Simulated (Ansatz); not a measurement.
# ZrN (rocksalt type): the cost of one run

Method: DFT, LDA, all-electron LAPW, scalar-relativistic, in Ansatz 0.2.0.

1 further run of the same task is left out (it didn't finish).

## 1. The system as given

It takes space group Fm-3m (No. 225, cubic). Conventional cell: a = 4.524 Å, b = 4.524 Å, c = 4.524 Å, α = 90.00°, β = 90.00°, γ = 90.00°. Zr (site symmetry m-3m) has 6 N at 2.26 Å as nearest neighbours. Around N (site symmetry m-3m) lie 6 Zr at 2.26 Å.

Structure file:

```cif
data_structure
_symmetry_space_group_name_H-M 'P 1'
_symmetry_Int_Tables_number 1
_cell_length_a 3.1992
_cell_length_b 3.1992
_cell_length_c 4.5244
_cell_angle_alpha 90.000
_cell_angle_beta 90.000
_cell_angle_gamma 90.000
_cell_volume 46.31
loop_
_atom_site_label
_atom_site_type_symbol
_atom_site_fract_x
_atom_site_fract_y
_atom_site_fract_z
_atom_site_occupancy
Zr1 Zr 0.00000 0.00000 0.00000 1
Zr2 Zr 0.50000 0.50000 0.50000 1
N1 N 0.50000 0.50000 0.00000 1
N2 N 0.00000 0.00000 0.50000 1
```

Atoms are numbered in the order of the input: Zr1, Zr2, N3, N4.

## 2. Bulk in the slab's orientation, LAPW

File input.yaml:

```yaml
crystal:
  lattice:
    - [2.2621770381, 2.2621770381, 0.0]
    - [-2.2621770381, 2.2621770381, 0.0]
    - [0.0, 0.0, 4.5243540761]
  atoms:
    - { symbol: Zr, position: [0.0, 0.0, 0.0] }
    - { symbol: Zr, position: [0.5, 0.5, 0.5] }
    - { symbol: "N", position: [0.5, 0.5, 0.0] }
    - { symbol: "N", position: [0.0, 0.0, 0.5] }
kpoints:
  mp_grid: { grid: [11, 11, 8] }
scf:
  occupations: { method: fermi_dirac, width: 0.05 }
hamiltonian:
  xc: lda
  pseudopotentials: { kind: all_electron, lapw: { basis_error: 0.001 } }
output:
  forces: true
  stress: true
  eigenvalues: true
```

Command:

```
> ansatz run input.yaml --threads 2 --pin off --max-ram 4096MiB --backend cpu --events-out ev --progress --plain --runs-dir out
```

What time and memory should one allow on 2 threads of Arm Neoverse V2, shared host?

About 30 s, with a peak of 0.68 GiB.
